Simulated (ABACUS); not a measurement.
As in ABACUS: the effect of exact exchange share

As:

```
As
1.0
     1.88080    1.08588    3.51406
    -1.88080    1.08588    3.51406
     0.00000   -2.17176    3.51406
As
2
Direct
  0.22600 0.22600 0.22600
  0.77400 0.77400 0.77400
```

Alike in all runs:

```yaml
Program: ABACUS 3.10.1
Task: single point
Potentials_or_basis: PseudoDojo NC SR 0.4.1 PBE standard
Cutoff: 1361 eV
Density_cutoff: 5442 eV
Basis: DZP LCAO (the cutoffs set its grid)
k_mesh: 4 × 4 × 4
Occupations: fermi-dirac, width 0.05 eV
Spin: no spin polarisation
```

```csv
exact exchange share,functional,gap on the mesh (eV)
0.1,PBE0-type (share 0.1),0.39
0.25,PBE0-type (share 0.25),?
0.4,PBE0-type (share 0.4),1.43
```

Question: What does the run with exact exchange share 0.25 give?

Answer: gap on the mesh 1.00 eV.

Caveats: all runs use coarse meshes; the atomic orbitals were generated for these runs and aren't a published set; the hybrid runs on potentials with a model core; gaps of hybrids in this basis differ from plane-wave ones by up to 0.1 eV; the basis of atomic orbitals isn't converged, which shifts pressures, moduli and gaps.

A k mesh can miss the band edges.
